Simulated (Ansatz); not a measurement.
# Stack of 1T-CoCl2 under 1T-TiSSe, unshifted in a perpendicular field, part 3 of 3

What dipole does a perpendicular field induce in the stack of 1T-CoCl2 under 1T-TiSSe, unshifted? A positive field points along +c.

Ansatz 0.2.0; plane-wave DFT, PBE+U-D3(BJ), Ansatz PAW.

So far. Step 6 (Atoms held, field 0.15 V/Å): The dipole is 0.0698 e·Å, 0.0794 e·Å from its value without field. Step 7 (Single point, field 0.25 V/Å): The dipole is 0.123 e·Å, 0.132 e·Å from its value without field.

## Step 8: Atoms held, field -0.25 V/Å

The input, input.yaml:

```yaml
crystal:
  lattice:
    - [3.4881603815, 0.0, 0.0]
    - [-1.7440801907, 3.0208355028, 0.0]
    - [0.0, 0.0, 26.7988549593]
  atoms:
    - { symbol: Cl, position: [0.6666666667, 0.3333333333, 0.3358352442], spin: 0.11 }
    - { symbol: Co, position: [0.0, 0.0, 0.3872600025], spin: 2.63 }
    - { symbol: Cl, position: [0.3333333333, 0.6666666667, 0.4384138756], spin: 0.11 }
    - { symbol: Se, position: [0.6666666667, 0.3333333333, 0.5547558812] }
    - { symbol: Ti, position: [0.0, 0.0, 0.614670878] }
    - { symbol: S, position: [0.3333333333, 0.6666666667, 0.6641647558] }
magnetization:
  spin_polarized: true
kpoints:
  mp_grid: { grid: [18, 18, 1] }
  band_path:
    path: [[0, 0, 0], [0.5, 0, 0], [0.33333333, 0.33333333, 0], [0, 0, 0]]
    npoints: 16
hamiltonian:
  xc: pbe
  dispersion: d3bj
  hubbard: { sites: [{ species: Co, l: d, u_eff: 4.0 }] }
scf:
  occupations: { method: fermi_dirac, width: 0.05 }
  convergence: { dr2_threshold: 1.0e-10 }
efield:
  axis: 3
  dipole_correction: true
  ramp_position: 0.9534
  ramp_width: 0.0944
  amplitude: -0.25
output:
  dos: { projected: true, e_range: [-6, 5] }
  bader: true
  write_potential: true
  write_density: true
  volumetric_format: npy
  elf: true
```

On the command line:

```
$ ansatz run input.yaml --threads 4 --pin off --max-ram 6144MiB --backend cpu --events-out ev --progress --plain --runs-dir out
```

Numbers of over 12 decimals in the logs are rounded to 6 here.

Log:

```text
[...]
Crystal: 6 atoms, lattice volume = 282.384 Å³
Basis set: ecut = 420 eV, 5519 PW (Γ)
Bands: 41, of which v1, the nominal top of the filled ones, is band 33 counted from 1 (32 counted from 0)
Symmetry: 6 space group operations
k-points: 37 of 324 (time reversal used)
[...]
Starting moments: Σ|m| = 2.85 μB on 3 of 6 sites
[...]
Occupation matrices written to <dir>
--- Bader charges: 6 sites ---
  site symbol  charge [e]  shift [e]    m [muB]
     0     Cl     -0.5841     0.0029     0.1622
     1     Co      1.1838     0.0056     2.6776
     2     Cl     -0.6019     0.0028     0.1539
     3     Se     -0.7399     0.0002     0.0029
     4     Ti      1.6737     0.0003     0.0027
     5      S     -0.9316     0.0005     0.0011
  estimated error of the sums over rays = 6.0e-4 e
[key lines of the parts left out:]
SCF converged after 28 iterations
Magnetization: 3.0004 μB (34.0002 up, 30.9998 down)
Free energy (F): -16162.130468 eV
Fermi energy:    0.115928 eV
Dipole field:    D = -0.090930 V/Å  (p = -0.141900 e·Å, saw-weighted, corrected)
```

The job ended after 3.6 min (4 threads of Arm Neoverse V1, shared host; peak memory 4.3 GiB; 14 min of CPU time).

The dipole is -0.142 e·Å, -0.132 e·Å from its value without field.

## Step 9: Response, atoms held

This step: plane-wave DFT, PBE+U-D3(BJ), Ansatz PAW; response to a field along the normal, atoms held (Ansatz 0.2.0).

The dipoles give the slope, and the difference of two potentials shows where the field is screened.

This step gave:

```yaml
equivalent_conductor_thickness_p_eps_0ae: 9.089 Å
distance_between_the_outer_atoms: 8.799 Å
```

Table of dipole of the cell by applied field:

```tsv
applied field (V/Å)	dipole of the cell (e·Å)
-0.250	-0.142
-0.030	-0.0255
0.000	-0.00960
0.030	0.00628
0.150	0.0698
0.250	0.123
```

The total moment stays at 3.00 μB for applied field from -0.25 to 0.25 V/Å.

Local field over the applied field, running mean. From the potentials at -0.03 and 0.03 V/Å; running mean over 2.5 Å. Local field over applied field against z:

```tsv
z (Å)	local field over applied field
5	0.999
6	0.984
7	0.872
8	0.567
9	0.276
10	0.169
11	0.175
12	0.279
13	0.402
14	0.324
15	0.107
16	0.0322
17	0.0552
18	0.231
19	0.575
20	0.883
21	0.985
22	0.998
```

Electrons, planar mean, per unit field. The induced electron density by z:

```tsv
z (Å)	induced electron density (e/Å³ per V/Å)
4.5	1.1e-6
5.0	4.4e-6
5.5	1.7e-5
6.0	6.2e-5
6.5	2.1e-4
7.0	6.5e-4
7.5	0.00179
8.0	0.00347
8.5	0.00266
9.0	9.7e-4
9.5	-4.4e-4
10.0	-0.00108
10.5	5.0e-4
11.0	0.00113
11.5	-2.5e-4
12.0	-0.00153
12.5	-0.00279
13.0	-0.00108
13.5	0.00161
14.0	0.00294
14.5	0.00135
15.0	6.1e-4
15.5	3.6e-4
16.0	-8.1e-4
16.5	1.5e-4
17.0	3.1e-4
17.5	-6.0e-4
18.0	-9.5e-4
18.5	-0.00355
19.0	-0.00323
19.5	-0.00155
20.0	-5.9e-4
20.5	-2.0e-4
21.0	-6.4e-5
21.5	-2.0e-5
22.0	-5.8e-6
22.5	-1.7e-6
```

By hand: between -0.03 and 0.03 V/Å the dipole changes by 0.03175 e·Å, a slope of 0.5292 e·Å²/V. A perfect conductor of thickness t has p = ε₀AEt, so t = 180.95 × 0.5292 / 10.537 = 9.09 Å (e/ε₀ = 180.95 V·Å, A in Å²).

The induced dipole is that of a conductor 9.09 Å thick.

## Step 10: Varying the input

This step: plane-wave DFT, PBE+U-D3(BJ), Ansatz PAW (Ansatz 0.2.0).

An input spoilt on purpose, to show how the run answers: it repeats the earlier run at 0.03 V/Å with efield.amplitude from 0.03 to 5.0, and scf.max_iter set to 100.

Edit input.yaml of step 8 so:

```diff
@@ -26,2 +26,3 @@
   convergence: { dr2_threshold: 1.0e-10 }
+  max_iter: 100
 efield:
@@ -29,8 +30,6 @@
   dipole_correction: true
-  ramp_position: 0.9534
-  ramp_width: 0.0944
-  amplitude: -0.25
+  ramp_position: 0.97
+  ramp_width: 0.06
+  amplitude: 5.0
 output:
-  dos: { projected: true, e_range: [-6, 5] }
-  bader: true
   write_potential: true
@@ -38,2 +37 @@
   volumetric_format: npy
-  elf: true
```

Log:

```text
Cl: projections on atomic orbitals take those of the free atom [Ne] 3s2 3p5, of charge +0.00 (hamiltonian.pseudopotentials.projection_atoms); the dataset's partial waves leave at most 2.1e-7 of an orbital's norm unspanned inside its sphere
Co: projections on atomic orbitals take those of the free atom [Ne] 3s2 3p6 3d7 4s2, of charge +0.00 (hamiltonian.pseudopotentials.projection_atoms); the dataset's partial waves leave at most 1.4e-6 of an orbital's norm unspanned inside its sphere
Se: projections on atomic orbitals take those of the free atom [Ar] 3d10 4s2 4p4, of charge +0.00 (hamiltonian.pseudopotentials.projection_atoms); the dataset's partial waves leave at most 2.3e-6 of an orbital's norm unspanned inside its sphere
Ti: projections on atomic orbitals take those of the free atom [Ne] 3s2 3p6 3d2 4s2, of charge +0.00 (hamiltonian.pseudopotentials.projection_atoms); the dataset's partial waves leave at most 4.1e-7 of an orbital's norm unspanned inside its sphere
S: projections on atomic orbitals take those of the free atom [Ne] 3s2 3p4, of charge +0.00 (hamiltonian.pseudopotentials.projection_atoms); the dataset's partial waves leave at most 1.6e-7 of an orbital's norm unspanned inside its sphere
Engine: ansatz 0.2.0, aarch64-unknown-linux-gnu
Pseudopotentials: kind: paw
Pseudopotential: Cl, paw, valence charge 7, recommended cutoff 420 eV (normal), Cl.paw.azcp
Pseudopotential: Co, paw, valence charge 17, recommended cutoff 420 eV (normal), Co.paw.azcp
Pseudopotential: Se, paw, valence charge 16, recommended cutoff 420 eV (normal), Se.paw.azcp
Pseudopotential: Ti, paw, valence charge 12, recommended cutoff 420 eV (normal), Ti.paw.azcp
Pseudopotential: S, paw, valence charge 6, recommended cutoff 420 eV (normal), S.paw.azcp
Functional definition: PBE
  parameter kappa = 0.804
  parameter beta = 0.066725
  exchange = pbe_x(kappa = kappa, mu = beta*pi^2/3)
  correlation = pbe_c(beta = beta)
Crystal: 6 atoms, lattice volume = 282.384 Å³
Basis set: ecut = 420 eV, 5519 PW (Γ)
Bands: 41, of which v1, the nominal top of the filled ones, is band 33 counted from 1 (32 counted from 0)
Symmetry: 6 space group operations
k-points: 37 of 324 (time reversal used)
Non-local potential: Cl, projectors of the file, l = 0: 2, l = 1: 2, l = 2: 2
Non-local potential: Co, projectors of the file, l = 0: 3, l = 1: 2, l = 2: 3, l = 3: 1
Non-local potential: Se, projectors of the file, l = 0: 2, l = 1: 2, l = 2: 3, l = 3: 1
Non-local potential: Ti, projectors of the file, l = 0: 3, l = 1: 2, l = 2: 3, l = 3: 1
Non-local potential: S, projectors of the file, l = 0: 2, l = 1: 2, l = 2: 2
PAW form: soft (Blöchl's): semilocal exchange-correlation on the pseudo side does not see the compensation charge
PAW one-centre angular grid: Cl, 110 points (default); XC on 64 Gauss nodes
PAW one-centre angular grid: Co, 590 points (default); XC on 64 Gauss nodes
[...]
WARN: efield: at this solve's end the planar-averaged density reaches 7.71e-3 e/Å³ inside the ramp window [0.9327, 0.2344] (bound 1e-5 e/Å³); the window's nearer edge stands 2.72 Å from this solve's nearest atom along the axis. Its free energy, forces, stress, dipole, levels and responses can be off, and this figure does not tell by how much. The cell may have no vacuum along `efield.axis`. A short vacuum, a low `basis.ecutwfc` or `basis.ecutrho_ratio` and negative occupations (`scf.occupations.method`) can put density there. See the manual's quickstart, § The vacuum guard
an SCF along what the orbitals of the run's state read of its open shells (or to have them read: on a GPU, or by another smearing), with the run's symmetry operations kept, reached no lower state that the run goes on to. This is no proof of a minimum
Symmetry: 2 space group operations
k-points: 91 of 324 (time reversal used)
[...]
efield: sawtooth ramp at fractional position 0.9700 (kept from the solve that this one continues, or follows in the run), width 0.0600; the density the first Hamiltonian is built on has a dipole p = 3.131 e·Å; the dipole correction subtracts the counter field D = 2.01e0 V/Å, which shifts the + side's vacuum level by -53.76 eV against the − side's; the planar-averaged density in the ramp window peaks in size at 7.7e-3 e/Å³
eigensolver tolerance schedule: the retry pair's looser diagonalisation over-reported the residual by 11495.71 of it (diagonalisation noise at an unbounded share of the residual, at the tolerance the schedule requests for it); recorded, not acted on — ethr = c·dr2/N_el stays at c = 1.0e-1
[...]
WARN: efield: at this solve's end the planar-averaged density reaches 7.71e-3 e/Å³ inside the ramp window [0.9327, 0.2344] (bound 1e-5 e/Å³); the window's nearer edge stands 2.72 Å from this solve's nearest atom along the axis. Its free energy, forces, stress, dipole, levels and responses can be off, and this figure does not tell by how much. The cell may have no vacuum along `efield.axis`. A short vacuum, a low `basis.ecutwfc` or `basis.ecutrho_ratio` and negative occupations (`scf.occupations.method`) can put density there. See the manual's quickstart, § The vacuum guard
an SCF along what the orbitals of the run's state read of its open shells (or to have them read: on a GPU, or by another smearing), with 4 of the crystal's symmetry operations given up (91 k-points in place of 37), reached no lower state that the run goes on to. This is no proof of a minimum
[...]
efield: sawtooth ramp at fractional position 0.9700 (kept from the solve that this one continues, or follows in the run), width 0.0600; the density the first Hamiltonian is built on has a dipole p = 3.131 e·Å; the dipole correction subtracts the counter field D = 2.01e0 V/Å, which shifts the + side's vacuum level by -53.76 eV against the − side's; the planar-averaged density in the ramp window peaks in size at 7.7e-3 e/Å³
eigensolver tolerance schedule: the retry pair's looser diagonalisation over-reported the residual by 16433.91 of it (diagonalisation noise at an unbounded share of the residual, at the tolerance the schedule requests for it); recorded, not acted on — ethr = c·dr2/N_el stays at c = 1.0e-1
```

Elapsed: 10 min, on 4 threads; peak memory 4.3 GiB.

The run was cut off at the time limit after its SCF cycle had converged; no result of it is taken.

The fault put into the input: a field far too strong.

## Step 11: The same run with other settings

Another changed input: it repeats the earlier run at 0.03 V/Å with scf.occupations.width from 0.05 removed and scf.occupations.method from fermi_dirac to tetrahedron.

Edit input.yaml of step 10 so:

```diff
@@ -24,5 +24,4 @@
 scf:
-  occupations: { method: fermi_dirac, width: 0.05 }
+  occupations: { method: tetrahedron }
   convergence: { dr2_threshold: 1.0e-10 }
-  max_iter: 100
 efield:
@@ -32,3 +31,3 @@
   ramp_width: 0.06
-  amplitude: 5.0
+  amplitude: 0.03
 output:
```

Log:

```text
[...]
Crystal: 6 atoms, lattice volume = 282.384 Å³
Basis set: ecut = 420 eV, 5519 PW (Γ)
Bands: 41, of which v1, the nominal top of the filled ones, is band 33 counted from 1 (32 counted from 0)
Symmetry: 6 space group operations
k-points: 37 of 324 (time reversal used)
[...]
Starting moments: Σ|m| = 2.85 μB on 3 of 6 sites
[...]
SCF iter   1: F=—  HF=-16160.762115 eV  |F-HF|=—  |Δ(HF+E_count)|=         —  Δρ=2.09e-2 (↑2.09e-2 ↓1.96e-2)  dr2=3.85e0  dr2_m=2.17e-1  M=2.972 μB ∫|m|=2.976 μB  β_m=1.00  ethr=3.10e-3  p=0.019 e·Å  D=1.21e-2 V/Å  ΔV_dip=-0.32 eV  dr2_dipole=3.24e-3  V_vac-E_F(+/−)=7.15/6.74 eV  ⟨swp⟩=8.5  Hψ=13606  notcnv=0
[...]
SCF iter  27: F=-16162.109265 eV  HF=-16162.109265 eV  |F-HF|=1.31e-10  |Δ(HF+E_count)|=   1.59e-8  Δρ=8.81e-8 (↑7.54e-8 ↓8.81e-8)  dr2=8.46e-11  dr2_m=6.49e-13  M=3.001 μB ∫|m|=3.029 μB  ethr=1.00e-12  p=0.007 e·Å  D=4.24e-3 V/Å  ΔV_dip=-0.11 eV  dr2_dipole=2.19e-12  V_vac-E_F(+/−)=5.62/5.00 eV  ⟨swp⟩=8.0  Hψ=8531  notcnv=0
SCF 1 converged in 27 iterations: F = -16162.109265 eV  dr2 = 8.46e-11
[...]
SCF converged after 27 iterations
Magnetization: 3.0008 μB (34.0004 up, 30.9996 down)
Absolute magnetization: 3.0271 μB (∫|ρ↑−ρ↓|, with the PAW one-centre terms)
[...]
Per-site moments (μB) at R_I (Å): [(0.114419, 1.006617), (2.629033, 1.004929), (0.114610, 1.004929), (0.00124658, 1.062448), (0.00241936, 0.994718), (0.000612112, 0.994718)]
Free energy (F): -16162.109265 eV
[...]
Internal energy: -16162.109256 eV  (E = F + TS)
E sigma→0 (E₀):  -16162.109265 eV
Entropy (-TS):   -0.000008 eV (-0.001 meV/atom)
Fermi energy:    0.393645 eV
Dipole field:    D = 0.004244 V/Å  (p = 0.006623 e·Å, saw-weighted, corrected)
Work function:   not extracted (applied field tilts the vacuum); planar V_es + V_field profile in the machine report
[...]
--- Band table (eV; the first three rows and the last of 74) ---
  k-point 0 ↑: bands = [... 29 lower, -1.6617, -1.6617, -1.0016, 0.5954, 0.5954, 0.7036, 0.7036, 1.3461, ... 4 higher]
  k-point 1 ↑: bands = [... 29 lower, -1.7735, -1.6788, -0.9123, 0.1391, 0.2891, 0.8676, 1.0000, 1.4559, ... 4 higher]
  k-point 2 ↑: bands = [... 29 lower, -2.0646, -1.7210, -0.7662, -0.5233, -0.0476, 0.8767, 1.3031, 1.6434, ... 4 higher]
  k-point 36 ↓: bands = [... 29 lower, -2.0945, -1.9748, 1.1442, 1.3320, 1.6032, 1.6615, 1.7533, 1.8574, ... 4 higher]
Occupation matrices written to <dir>
```

The job ended after 63 s (4 threads; peak memory 1.4 GiB).

Numbers from this step:

| Quantity | Value |
| --- | --- |
| total moment | 3.001 μB |
| site moments | 0.1144, 2.629, 0.1146, 0.001247, 0.002419, 6.12e-4 μB |
| dipole along the normal | 0.006623 e·Å |

Deep bands are left out, so band numbers here count from the lowest band kept and differ from the log's. The electronic bands at the labelled points (eV, zero at the Fermi level; # counts the bands kept):

```tsv
point	up #16	up #17	up #18	up #19	down #13	down #14	down #15	down #16
Γ	0.20	0.20	0.31	0.31	0.20	0.20	0.31	0.31
halfway	-1.13	-1.06	0.26	1.31	-1.15	-1.07	0.26	0.83
M	-2.00	-1.29	-0.03	1.25	-2.01	-1.29	-0.03	0.77
halfway	-2.28	-2.05	0.59	1.31	-2.30	-2.09	0.58	0.77
K	-2.46	-2.29	0.94	1.27	-2.49	-2.37	0.75	0.94
halfway	-1.81	-1.16	0.60	1.15	-1.82	-1.18	0.60	0.84
Γ	0.20	0.20	0.31	0.31	0.20	0.20	0.31	0.31
```

```tsv
quantity	this run	earlier run	difference
dipole along the normal (e·Å)	0.006623	0.006282	3.4e-4
total moment (μB)	3.001	3.000	4.9e-4
```

What moves beyond 0.01 in its unit (for the dipole 0.5 % and 5e-5 e·Å): dipole along the normal (+0.000341 e·Å).

## Step 12: What came out

| Item | Value |
| --- | --- |
| gap without field | none |
| work function, upper face | 5.50 eV |
| step between the vacuum levels | 0.165 eV |
| equivalent conductor thickness, atoms held | 9.09 Å |

**Reading.** The induced dipole equals that of a perfect conductor 9.09 Å thick, while the outer atoms lie 8.80 Å apart. The two faces differ: the vacuum level above lies 0.16 eV higher than the one below. There is no gap over 0.03 eV, with or without the field. The magnetic order is the one reached from the typed start; other orders were not compared. Spin-orbit coupling is left out.

[Logs are printed without paths, hosts, clocks, repeated set-up lines and the standing remarks that a program may print on its own settings, such as how far it seeks lower states.]

[Hosts, paths, dates, database ids (printed as entryN), source tags and the programs' standing remarks are cut or masked in the printed files.]

[Maps of the electrostatic potential energy from Ansatz leave out the sawtooth potential of an applied field or a dipole correction, so their vacuum need not be flat; planar profiles and work functions include it.]
